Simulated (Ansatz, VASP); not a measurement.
# One calculation of V, two programs

```
V
1.0
     2.81814    0.00000    0.00000
    -1.40907    2.44058    0.00000
     0.00000    0.00000    8.12460
V
4
Direct
  0.33333 0.66667 0.38200
  0.66667 0.33333 0.88200
  0.66667 0.33333 0.61800
  0.33333 0.66667 0.11800
```

Alike in both runs: functional PBE; k mesh 9 × 9 × 2; occupations gaussian, width 0.1 eV; no spin polarisation.

Ansatz relaxed the structure, and its values are those at the end. VASP's run is a single point on that final structure, the one shown.

|  | VASP | Ansatz |
| --- | --- | --- |
| version | VASP 6.6.1 | Ansatz 0.2.0 |
| potentials or method | VASP PAW PBE potentials, release 64 (V_sv) | scalar-relativistic, plane waves, PAW |
| plane-wave cutoff (eV) | 520 | 420 |
| valence electrons in the cell | 52 | 52 |

VASP gave:

* gap on the k mesh at the Fermi level (eV): none
* pressure (GPa): 0.5
* rms of the force components (eV/Å): 0.064

Q: What did Ansatz give for the same quantities?

A: gap on the k mesh at the Fermi level (eV): none; pressure (GPa): -0.1; rms of the force components (eV/Å): 0.009.

A gap of «none» marks a metal or a gap that the smearing closes. The functional is the same, so the differences come from potentials, cutoffs and numerics.

Caveats: the k mesh is coarse (spacing up to 0.39 Å⁻¹), so the values aren't converged.
